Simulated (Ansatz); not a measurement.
A relaxation of cell and atoms of ZnS (R3m) from a database of computed structures with Ansatz, at the level LDA. The starting cell comes from a relaxation with PBE.

input.yaml:
```yaml
crystal:
  lattice:
    - [1.9231320561, 1.1103208103, 9.4490839789]
    - [-1.9231320561, 1.1103208103, 9.4490839789]
    - [0.0, -2.2206416205, 9.4490839789]
  atoms:
    - { symbol: Zn, position: [0.99996604, 0.99996604, 0.99996604] }
    - { symbol: Zn, position: [0.2222539122, 0.2222539122, 0.2222539122] }
    - { symbol: Zn, position: [0.4445322395, 0.4445322395, 0.4445322395] }
    - { symbol: S, position: [0.0832950501, 0.0832950501, 0.0832950501] }
    - { symbol: S, position: [0.5278527708, 0.5278527708, 0.5278527708] }
    - { symbol: S, position: [0.3054259874, 0.3054259874, 0.3054259874] }
kpoints:
  mp_grid: { grid: [8, 8, 8] }
hamiltonian:
  xc: lda
scf:
  occupations: { method: fermi_dirac, width: 0.02 }
relax:
  f_tol: 0.005
  cell: {}
output:
  write_density: true
  write_potential: true
  elf: true
  volumetric_format: npy
```

Command: `ansatz run input.yaml --threads 4 --pin off --max-ram 5529MiB --backend cpu --events-out ev --progress --plain --runs-dir out`.

Problem. It ran on 4 threads of Arm Neoverse V1, on a shared host. About how long did it take, and how much host memory at the peak?

Solution. About 37 s, with a peak of 0.52 GiB.

Problem. Predict the output.

Solution. Abridged output:
```
Pseudopotential: Zn, paw, valence charge 12, recommended cutoff 420 eV (normal)
Pseudopotential: S, paw, valence charge 6, recommended cutoff 420 eV (normal)
Functional definition: SPW92
Crystal: 6 atoms, lattice volume = 121.059 Å³
Basis set: ecut = 420 eV, 2365 PW (Γ), FFT grids on a1−a2, a2, −a2+a3
Bands: 33, of which v1, the nominal top of the filled ones, is band 27 counted from 1 (26 counted from 0)
Symmetry: 6 space group operations
Space group: R3m (ITA 160)
k-points: 65 of 512 (time reversal used)
relax step 1: F+E_penalty+E_count = -12352.11512483 eV  max|allowed force component| = 6.112e-3 eV/Å  Δτ_max = 0.0000 Å  P = -5.912 GPa  Ω = 121.059 Å³
relax step 2: F+E_penalty+E_count = -12352.27885394 eV  max|allowed force component| = 9.292e-3 eV/Å  Δτ_max = 0.0003 Å  P = -2.499 GPa  Ω = 115.007 Å³
relax step 3: F+E_penalty+E_count = -12352.30755336 eV  max|allowed force component| = 9.271e-3 eV/Å  Δτ_max = 0.0018 Å  P = +0.427 GPa  Ω = 110.943 Å³
relax step 4: F+E_penalty+E_count = -12352.30811387 eV  max|allowed force component| = 3.211e-3 eV/Å  Δτ_max = 0.0005 Å  P = -0.023 GPa  Ω = 111.517 Å³
relax step 5: F+E_penalty+E_count = -12352.30549013 eV  max|allowed force component| = 3.249e-3 eV/Å  Δτ_max = 0.0000 Å  P = -0.024 GPa  Ω = 111.517 Å³  (SCF on a basis re-selected at this cell)
SCF converged after 8 iterations
Free energy (F): -12352.305490 eV
Fermi energy:    7.420724 eV
--- Forces (eV/Å), atoms counted from 1 ---
  atom   1  Zn      0.00000      0.00000      0.00235
  atom   2  Zn      0.00000      0.00000      0.00325
  atom   3  Zn      0.00000      0.00000      0.00285
  atom   4  S       0.00000      0.00000    -0.00273
  atom   5  S       0.00000      0.00000    -0.00266
  atom   6  S       0.00000      0.00000    -0.00306
--- Stress (GPa, compression-positive) ---
       -0.020274       0.000000       0.000000
        0.000000      -0.020274       0.000000
        0.000000       0.000000      -0.031218
  P = ⅓ Tr σ = -0.0239 GPa (-0.239 kbar)
--- Relaxed structure (4 steps of the walk, 4 accepted, 1 SCFs on fresh bases) ---
  F+E_penalty+E_count = -12352.30549013 eV   max|allowed force component| = 3.249e-3 eV/Å
  cell:  # Å, volume = 111.5172 Å³
    - [1.870500, 1.079934, 9.201013]
    - [-1.870500, 1.079934, 9.201013]
    - [0.000000, -2.159868, 9.201013]
  atoms:
    - { symbol: Zn, position: [0.999984, 0.999984, 0.999984] }
    - { symbol: Zn, position: [0.222323, 0.222323, 0.222323] }
    - { symbol: Zn, position: [0.444589, 0.444589, 0.444589] }
    - { symbol: S, position: [0.083240, 0.083240, 0.083240] }
    - { symbol: S, position: [0.527816, 0.527816, 0.527816] }
    - { symbol: S, position: [0.305375, 0.305375, 0.305375] }
```
The trailing digits, and the zero of the energies, depend on the potentials and thresholds.

Planar averages along the third cell vector, from rho_z.tsv and v_z.tsv (valence density with its augmentation; electrostatic potential energy of an electron, of which only differences have a meaning):

| z (Å) | ρ (e/Å³) | v_es (eV) |
| --- | --- | --- |
| 0.00 | 0.657 | 3.31 |
| 0.70 | 0.573 | 1.69 |
| 1.05 | 0.556 | 1.00 |
| 1.75 | 0.731 | 0.08 |
| 2.45 | 0.740 | 0.11 |
| 3.15 | 0.596 | 0.32 |
| 3.50 | 0.632 | 0.40 |
| 4.20 | 0.733 | 1.36 |
| 4.90 | 0.500 | 3.32 |
| 5.60 | 0.277 | 5.16 |
| 5.95 | 0.227 | 6.00 |
| 6.65 | 0.177 | 7.65 |
| 7.35 | 0.167 | 8.17 |
| 8.05 | 0.225 | 7.16 |
| 8.40 | 0.307 | 6.27 |
| 9.10 | 0.577 | 4.26 |

The walk took 4 steps, besides SCFs solved again on a fresh basis, and changed the volume by -7.9 %. The last SCF, on a fresh basis, lies 31.7 meV an atom below the first. Final cell: the symmetry is R3m (No. 160, trigonal); a = 3.741 Å, c = 27.603 Å in the conventional setting, 18.59 Å³ an atom. Around Zn lie 4 S at 2.29–2.30 Å; around Zn lie 4 S at 2.29 Å; around S lie 4 Zn at 2.29–2.30 Å; around S lie 4 Zn at 2.29 Å.

No spin polarisation and no zero-point or thermal motion.
